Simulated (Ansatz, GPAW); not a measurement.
This is a calculation of CdSe for GPAW 26.7.0 (ASE script). The cell is a database's computed one, not the measured one.

The input run.py:

```python
from ase.dft.bandgap import bandgap
from ase.io import read, write
from ase.units import GPa
from gpaw import GPAW, PW

atoms = read('CdSe.xyz')

calc = GPAW(mode=PW(600),
            xc='PBE',
            kpts={'size': (8, 8, 8), 'gamma': True},
            occupations={'name': 'methfessel-paxton', 'order': 0, 'width': 0.015},
            nbands=18,
            convergence={'density': 1e-05, 'energy': 1e-05},
            maxiter=150,
            txt='gpaw.txt')
atoms.calc = calc
energy = atoms.get_potential_energy()
forces = atoms.get_forces()
stress = atoms.get_stress()
calc.write('gs.gpw')
write('result.traj', atoms)
print(f'Energy: {energy:.6f} eV')
print('Forces (eV/A):')
print(forces.round(4))
print('Stress (GPa):', (stress / GPa).round(3))
print('Fermi level:', round(calc.get_fermi_level(), 4), 'eV')
print(f'Gap: {bandgap(calc)[0]:.4f} eV, direct: {bandgap(calc, direct=True)[0]:.4f} eV')
```

File CdSe.xyz:

```xyz
2
Lattice="0.0000000000 3.0702711986 3.0702711986 3.0702711986 0.0000000000 3.0702711986 3.0702711986 3.0702711986 0.0000000000" Properties=species:S:1:pos:R:3 pbc="T T T"
Cd     0.0000000000      0.0000000000      0.0000000000
Se     1.5351355993      1.5351355993      1.5351355993
```

Potentials or basis: GPAW PAW data sets (gpaw-data 1.2.1), pw.

Run with:

```bash
$ OMP_NUM_THREADS=1 python run.py
```

Question: Set up the same calculation for Ansatz 0.2.0. Potentials or basis there: all-electron LAPW, scalar-relativistic.

Answer: As run (cutoffs and basis follow the program's own potentials, and thresholds, step limits or extra output files can differ):

File input.yaml:

```yaml
crystal:
  lattice:
    - [0.0, 3.0702711986, 3.0702711986]
    - [3.0702711986, 0.0, 3.0702711986]
    - [3.0702711986, 3.0702711986, 0.0]
  atoms:
    - { symbol: Cd, position: [0.0, 0.0, 0.0] }
    - { symbol: Se, position: [0.25, 0.25, 0.25] }
kpoints:
  mp_grid: { grid: [8, 8, 8] }
scf:
  occupations: { method: gaussian, width: 0.015 }
hamiltonian:
  xc: pbe
  pseudopotentials: { kind: all_electron, lapw: { basis_error: 0.001 } }
output:
  forces: true
  stress: true
  eigenvalues: true
```

Potentials or basis: all-electron LAPW, scalar-relativistic.

The run is started by

```sh
$ ansatz run input.yaml --threads 1 --pin off --max-ram 3072MiB --backend cpu --events-out ev --progress --plain --runs-dir out
```

Both were run:

|  | GPAW | Ansatz |
| --- | --- | --- |
| Pressure | 1.1 GPa | 1.3 GPa |

Where Ansatz's input types no cutoff or centring, it takes its own default and a Γ-centred mesh.

Pressure is positive in compression.
